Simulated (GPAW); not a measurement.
# NiO (Fm-3m) in GPAW: further runs

One crystal, NiO, is run at these levels: PBEsol; tasks: relaxation of cell and atoms.

Program: GPAW 26.7.0. These are calculated values, not measurements. Logs are shortened: lines on timing, memory, paths and dates and some standing lists are left out, and cuts for length are marked. The log counts tension as positive stress, the text compression.

**1. The structure**

It takes space group Fm-3m (No. 225, cubic). The conventional cell has a = 4.172 Å, b = 4.172 Å, c = 4.172 Å, α = 90.00°, β = 90.00°, γ = 90.00°. Ni (site symmetry m-3m) is surrounded by 6 O at 2.09 Å. O (site symmetry m-3m) is surrounded by 6 Ni at 2.09 Å.

**2. Relaxation of cell and atoms, PBEsol, collinear spin, ferromagnetic start, target pressure 20 GPa, at which the enthalpy is minimised**

run.py reads:

```python
from ase import Atoms
from ase.filters import FrechetCellFilter
from ase.io import write
from ase.optimize import BFGS
from ase.units import GPa
from gpaw import GPAW, PW, setup_paths

setup_paths.insert(0, '.')

atoms = Atoms(['Ni', 'O'],
              cell=[[0.0, 2.0859016414, 2.0859016414],
                    [2.0859016414, 0.0, 2.0859016414],
                    [2.0859016414, 2.0859016414, 0.0]],
              scaled_positions=[[0.0, 0.0, 0.0],
                                [0.5, 0.5, 0.5]],
              pbc=True)
atoms.set_initial_magnetic_moments([1.0, 0.0])

calc = GPAW(mode=PW(800),
            xc='PBEsol',
            kpts={'size': (9, 9, 9), 'gamma': True},
            occupations={'name': 'fermi-dirac', 'width': 0.05},
            nbands=22,
            convergence={'density': 1e-05, 'forces': 0.0001},
            maxiter=150,
            txt='gpaw.txt')
atoms.calc = calc
opt = BFGS(FrechetCellFilter(atoms, scalar_pressure=20 * GPa), trajectory='relax.traj', logfile='-')
done = opt.run(fmax=0.02, steps=60)
calc.write('gs.gpw')
write('result.traj', atoms)
print('Converged:', done)
print('Cell:', atoms.cell.cellpar().round(4))
print('Volume:', round(atoms.get_volume(), 4))
print(atoms.get_scaled_positions().round(5))
```

Potentials or basis: PAW data sets generated in the run's folder for this functional, pw.

Launch:

```sh
$ gpaw-setup -f PBEsol Ni O
$ OMP_NUM_THREADS=1 python run.py
```

gpaw.txt:

```text
__  _  _
 | _ |_)|_||  |
 |__||  | ||/\| - 26.7.0

Input parameters:
  mode=PW(ecut=800.0),
  convergence={'density': 1e-05, 'forces': 0.0001},
  kpts=MonkhorstPack(size=(9, 9, 9), gamma=True),
  maxiter=150,
  nbands=22,
  occupations=Occupations(name='fermi-dirac', width=0.05),
  xc=XC(name='PBEsol')

Diagonalizing LCAO Hamiltonian
Converting LCAO to pw mode

              O

       Ni

Atoms  # Å, Bohr magnetons
|   | symbol |        x |        y |        z |    initial magnetic moments |
|---|--------|----------|----------|----------|-----------------------------|
| 0 |     Ni | 0.000000 | 0.000000 | 0.000000 | ( 0.0000,  0.0000,  1.0000) |
| 1 |      O | 2.085902 | 2.085902 | 2.085902 | ( 0.0000,  0.0000,  0.0000) |

Unit cell  # Å
| periodic |        x |        y |        z |  lengths |    angles |
|----------|----------|----------|----------|----------|-----------|
|      yes | 0.000000 | 2.085902 | 2.085902 | 2.949910 | 60.000000 |
|      yes | 2.085902 | 0.000000 | 2.085902 | 2.949910 | 60.000000 |
|      yes | 2.085902 | 2.085902 | 0.000000 | 2.949910 | 60.000000 |

Number of symmetries: 48
Symmetry operations  # r_c * U_cc + t_c -> r_c
|    | kind |            matrix            |
|----|------|------------------------------|
|  0 |  σ   |  1, 0, 0,  1, 0,-1,  1,-1, 0 |
|  1 |  C2  |  1, 0, 0,  1,-1, 0,  1, 0,-1 |
|  2 |  E   |  1, 0, 0,  0, 1, 0,  0, 0, 1 |
|  3 |  σ   |  1, 0, 0,  0, 0, 1,  0, 1, 0 |
|  4 |  C4  |  1, 0,-1,  1, 0, 0,  1,-1, 0 |
|  5 |  S6  |  1, 0,-1,  1,-1, 0,  1, 0, 0 |
|  6 |  σ   |  1, 0,-1,  0, 1,-1,  0, 0,-1 |
|  7 |  C3  |  1, 0,-1,  0, 0,-1,  0, 1,-1 |
|  8 |  S6  |  1,-1, 0,  1, 0, 0,  1, 0,-1 |
[... 244 lines left out ...]
No gap
No difference between direct/indirect transitions

Stress tensor  # eV/Ang^3
|        x |         y |         z |
|----------|-----------|-----------|
| 0.028053 |  0.000000 |  0.000000 |
| 0.000000 |  0.028053 | -0.000000 |
| 0.000000 | -0.000000 |  0.028053 |

Forces  # eV/Ang
|       x |        y |        z |
|---------|----------|----------|
| 0.00000 | -0.00000 |  0.00000 |  # Ni   0
| 0.00000 | -0.00000 | -0.00000 |  # O    1

Interpolating wave functions to new cell

              O

       Ni

Atoms  # Å, Bohr magnetons
|   | symbol |        x |         y |        z |    initial magnetic moments |
|---|--------|----------|-----------|----------|-----------------------------|
[... 486 lines left out ...]
|---------|-|-------------|-------|-------|------|---------|
|iter:   1| |  -14.458039 | -0.76 |       |      |  +1.0683|
|iter:   2| |  -14.369302 | -2.89 | -1.38 |      |  +1.0607|
|iter:   3| |  -14.137463 | -2.59 | -1.43 |      |  +1.0143|
|iter:   4| |  -14.132453 | -3.82 | -2.00 |      |  +0.9891|
|iter:   5| |  -14.131637c| -4.75 | -2.37 |      |  +0.9852|
|iter:   6| |  -14.133172c| -4.72 | -2.49 |      |  +0.9575|
|iter:   7| |  -14.133299c| -6.17 | -2.89 |      |  +0.9440|
|iter:   8| |  -14.133332c| -5.81 | -3.02 |      |  +0.9201|
|iter:   9| |  -14.133302c| -6.65 | -3.51 |      |  +0.9086|
|iter:  10| |  -14.133292c| -7.31 | -3.90 |      |  +0.9065|
|iter:  11| |  -14.133294c| -8.15c| -4.58 |      |  +0.9069|
|iter:  12| |  -14.133294c| -7.84c| -5.00 |      |  +0.9069|
|iter:  13| |  -14.133294c| -9.08c| -5.68c|      |  +0.9069|
|iter:  14| |  -14.133294c|-10.18c| -6.28c|-23.91c|  +0.9069|

Converged in 14 steps
Energy contributions relative to reference atoms: (reference = -43366.555767)

Energy contributions:
  Kinetic:          30.470543
  Coulomb:         -25.265885
  Zero:              0.218905
  External:          0.000000
  Xc:              -19.550722
  Entropy:          -0.012269
  Spinorbit:         0.000000
  ----------------------------
  Free energy:     -14.139429
  Extrapolated:    -14.133294
[... 39 lines left out ...]
Stress tensor  # eV/Ang^3
|         x |         y |         z |
|-----------|-----------|-----------|
| -0.155255 |  0.000000 |  0.000000 |
|  0.000000 | -0.155255 | -0.000000 |
|  0.000000 | -0.000000 | -0.155255 |

Forces  # eV/Ang
|       x |        y |       z |
|---------|----------|---------|
| 0.00000 | -0.00000 | 0.00000 |  # Ni   0
| 0.00000 |  0.00000 | 0.00000 |  # O    1

Interpolating wave functions to new cell

              O

       Ni

Atoms  # Å, Bohr magnetons
|   | symbol |        x |        y |        z |    initial magnetic moments |
|---|--------|----------|----------|----------|-----------------------------|
| 0 |     Ni | 0.000000 | 0.000000 | 0.000000 | ( 0.0000,  0.0000,  0.7734) |
| 1 |      O | 2.018865 | 2.018865 | 2.018865 | ( 0.0000,  0.0000,  0.0986) |

Unit cell  # Å
| periodic |         x |        y |        z |  lengths |    angles |
|----------|-----------|----------|----------|----------|-----------|
|      yes | -0.000000 | 2.018865 | 2.018865 | 2.855106 | 60.000000 |
|      yes |  2.018865 | 0.000000 | 2.018865 | 2.855106 | 60.000000 |
|      yes |  2.018865 | 2.018865 | 0.000000 | 2.855106 | 60.000000 |

Number of symmetries: 48
Symmetry operations  # r_c * U_cc + t_c -> r_c
|    | kind |            matrix            |
|----|------|------------------------------|
|  0 |  σ   |  1, 0, 0,  1, 0,-1,  1,-1, 0 |
|  1 |  C2  |  1, 0, 0,  1,-1, 0,  1, 0,-1 |
|  2 |  E   |  1, 0, 0,  0, 1, 0,  0, 0, 1 |
|  3 |  σ   |  1, 0, 0,  0, 0, 1,  0, 1, 0 |
|  4 |  C4  |  1, 0,-1,  1, 0, 0,  1,-1, 0 |
|  5 |  S6  |  1, 0,-1,  1,-1, 0,  1, 0, 0 |
|  6 |  σ   |  1, 0,-1,  0, 1,-1,  0, 0,-1 |
|  7 |  C3  |  1, 0,-1,  0, 0,-1,  0, 1,-1 |
|  8 |  S6  |  1,-1, 0,  1, 0, 0,  1, 0,-1 |
[... 261 lines left out ...]
Atoms  # Å, Bohr magnetons
|   | symbol |        x |        y |        z |    initial magnetic moments |
|---|--------|----------|----------|----------|-----------------------------|
| 0 |     Ni | 0.000000 | 0.000000 | 0.000000 | ( 0.0000,  0.0000,  0.7929) |
| 1 |      O | 2.017932 | 2.017932 | 2.017932 | ( 0.0000,  0.0000,  0.0998) |

Unit cell  # Å
| periodic |         x |        y |        z |  lengths |    angles |
|----------|-----------|----------|----------|----------|-----------|
|      yes | -0.000000 | 2.017932 | 2.017932 | 2.853787 | 60.000000 |
|      yes |  2.017932 | 0.000000 | 2.017932 | 2.853787 | 60.000000 |
|      yes |  2.017932 | 2.017932 | 0.000000 | 2.853787 | 60.000000 |

Number of symmetries: 48
Symmetry operations  # r_c * U_cc + t_c -> r_c
|    | kind |            matrix            |
|----|------|------------------------------|
|  0 |  σ   |  1, 0, 0,  1, 0,-1,  1,-1, 0 |
|  1 |  C2  |  1, 0, 0,  1,-1, 0,  1, 0,-1 |
|  2 |  E   |  1, 0, 0,  0, 1, 0,  0, 0, 1 |
|  3 |  σ   |  1, 0, 0,  0, 0, 1,  0, 1, 0 |
|  4 |  C4  |  1, 0,-1,  1, 0, 0,  1,-1, 0 |
|  5 |  S6  |  1, 0,-1,  1,-1, 0,  1, 0, 0 |
|  6 |  σ   |  1, 0,-1,  0, 1,-1,  0, 0,-1 |
|  7 |  C3  |  1, 0,-1,  0, 0,-1,  0, 1,-1 |
|  8 |  S6  |  1,-1, 0,  1, 0, 0,  1, 0,-1 |
[... 247 lines left out ...]
Forces  # eV/Ang
|        x |        y |        z |
|----------|----------|----------|
| -0.00000 | -0.00000 | -0.00000 |  # Ni   0
|  0.00000 |  0.00000 | -0.00000 |  # O    1

# Writing to gs.gpw (mode='')
```

Wall time 2.6 min (1 thread of Arm Neoverse V1, shared host); peak memory 0.26 GiB.

Results:

```
Free energy                                            : -14.1739 eV
Relaxed volume                                         : 8.22 Å³/atom
Relaxed cell                                           : a = 2.854 Å, b = 2.854 Å, c = 2.854 Å, α = 60.00°, β = 60.00°, γ = 60.00°
Space group after relaxing (to 0.05 Å)                 : Fm-3m (No. 225)
Energy change on relaxing (the enthalpy is what falls) : +34.2 meV/atom
Ionic steps                                            : 5
Pressure after relaxing                                : 20.0 GPa
Band gap on the k mesh                                 : none (metal or under the smearing width)
Net moment                                             : 0.93 μB per cell
Site moments                                           : Ni +0.79; O +0.10 μB
```

The path:
```csv
step,energy change (eV),largest force (eV/Å),pressure (GPa),volume (Å³)
1,0.0000,0.0000,-4.49,18.15
2,-0.0065,0.0000,1.33,17.62
3,0.1029,0.0000,24.87,16.19
4,0.0655,0.0000,19.56,16.46
5,0.0684,0.0000,19.99,16.43
```

Final structure:
```cif
data_structure
_symmetry_space_group_name_H-M 'P 1'
_symmetry_Int_Tables_number 1
_cell_length_a 2.8538
_cell_length_b 2.8538
_cell_length_c 2.8538
_cell_angle_alpha 60.000
_cell_angle_beta 60.000
_cell_angle_gamma 60.000
_cell_volume 16.43
loop_
_atom_site_label
_atom_site_type_symbol
_atom_site_fract_x
_atom_site_fract_y
_atom_site_fract_z
_atom_site_occupancy
Ni1 Ni 0.00000 0.00000 0.00000 1
O1 O 0.50000 0.50000 0.50000 1
```

Levels at points of the mesh, in eV from the Fermi level:
Spin up:
```
           k point  band 9  band 10  band 11  band 12  band 13  band 14  band 15  band 16
(0.00, 0.00, 0.00)   -2.66    -2.64    -2.64    -2.64     1.81    17.60    19.37    19.37
```
Spin down:
```
           k point  band 7  band 8  band 9  band 10  band 11  band 12  band 13  band 14  band 15  band 16
(0.00, 0.00, 0.00)   -3.57   -2.15   -2.15    -2.15    -1.40    -1.40     2.00    17.59    19.55    19.55
```

Caveat: each step starts from the last one's moments, so a moment once lost doesn't come back; the stock nickel data set gives pressures a few GPa off other programs; later steps reuse the first step's grids; a cell with one magnetic atom can't hold antiferromagnetic order, which such compounds often take; semilocal functionals often make such compounds metallic where correlation or magnetic order opens a gap, which also shifts bond lengths.

(Part 1 of 2 ends here.)
